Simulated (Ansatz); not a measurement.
# Thickness series of a surface: bcc W (100)

All-electron LAPW in Ansatz 0.2.0 under PBE, scalar-relativistic, energies extrapolated to zero smearing, no spin–orbit coupling, no spin polarisation. The 1×1 slabs (area 10.13 Å²) are cut from the bulk relaxed on PAW files, and their atoms are relaxed; γ counts from the bulk energy, Δd12 is the change of the outer spacing. No reconstruction is allowed, and meshes differ a little between slabs.

```tsv
planes	γ (J/m²)	Φ (eV)	Δd12 (%)
1	4.867	5.00	–
3	4.173	4.20	-7.5
4	3.947	4.09	-14.9
5	4.043	?	-10.5
6	3.980	4.14	?
7	3.970	4.10	-11.2
```

Q: Give the missing entry: row "6", column "Δd12 (%)".

A: -11.8.

Q: What belongs in the row "5", column "Φ (eV)"?

A: 4.13.

Q: How far have the values settled with thickness?

A: Between 6 and 7 planes γ moves by -0.3 % and Φ by -0.04 eV. Thin films carry quantum-size oscillations, so two neighbours that agree don't prove convergence.
